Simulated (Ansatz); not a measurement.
A (211) slab of Mo (Im-3m (No. 229)), 9 planes, outer planes Mo (top) and Mo (bottom), with 9 atoms (Mo9) in a surface cell of A = 11.993 Å², as cut from the bulk:

```xyz
9
Lattice="2.7101 0.0000 0.0000 0.0000 4.4255 0.0000 0.0000 0.0000 25.2203" Properties=species:S:1:pos:R:3 pbc="T T T"
Mo    0.9034    2.2128    7.5000
Mo    1.8067    0.0000    8.7775
Mo    0.0000    2.2128   10.0551
Mo    0.9034    0.0000   11.3326
Mo    1.8067    2.2128   12.6101
Mo    0.0000    0.0000   13.8877
Mo    0.9034    2.2128   15.1652
Mo    1.8067    0.0000   16.4427
Mo    0.0000    2.2128   17.7203
```

The calculation used DFT PBEsol, scalar-relativistic, plane waves, PAW in Ansatz. Cutoff 420 eV; k points 13×8×1 on the computed 9-atom cell (Γ-centred); Gaussian smearing, width 0.10 eV; no spin polarisation. The cell repeats along c with a dipole correction in the vacuum.

Against the same 9 atoms in the bulk, the slab as cut lies 5.302 eV higher and the relaxed slab 4.903 eV higher.

Q: Work out the surface energy before and after relaxation.

A: The slab has two faces, so γ = (E_slab − N·E_bulk)/(2A), the mean of both. As cut: 5.302/(2 × 11.993) = 0.2210 eV/Å², and 1 eV/Å² = 16.02 J/m², so γ = 3.54 J/m². Relaxed: 4.903/(2 × 11.993) = 0.2044 eV/Å² = 3.27 J/m². Relaxation recovers 8 % of the cost of cutting.

Q: What is the ideal work of this cut, per area?

A: Griffith's ideal work is 2γ: 7.08 J/m² if the new faces stay rigid, 6.55 J/m² if they relax. One thickness was run, 9 planes, so γ can still shift with it.